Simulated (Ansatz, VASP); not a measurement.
Two plane-wave programs on MoS2

```xyz
3
Lattice="3.1390 0.0000 0.0000 -1.5695 2.7184 0.0000 0.0000 0.0000 6.1394" Properties=species:S:1:pos:R:3 pbc="T T T"
Mo    0.0000    0.0000    3.0697
S     0.0000    1.8123    1.5675
S     1.5695    0.9061    4.5719
```

Measurements of this composition are mostly on another form, of space group No. 194.

Alike in both runs: task single point; functional PBEsol; k mesh 10 × 10 × 5; no spin polarisation.

|  | VASP | Ansatz |
| --- | --- | --- |
| version | VASP 6.6.1 | Ansatz 0.2.0 |
| potentials or method | VASP PAW PBE potentials, release 64 (Mo_sv, S) | plane waves, PAW |
| plane-wave cutoff (eV) | 520 | 450 |
| occupations | methfessel-paxton of order 1, width 0.1 eV | methfessel-paxton of order 1 |
| valence electrons in the cell | 26 | 26 |

|  | VASP | Ansatz | Ansatz less VASP |
| --- | --- | --- | --- |
| pressure (GPa) | 9.4 | 9.4 | +0.02 |
| largest component of the traceless stress (GPa) | 3.97 | 3.94 | -0.023 |

Caveats: the PAW data sets were made with another functional, which shifts forces and pressure a little (VASP); this functional lacks dispersion, which binds the layers, so the pressure and a relaxed spacing across them are unreliable.
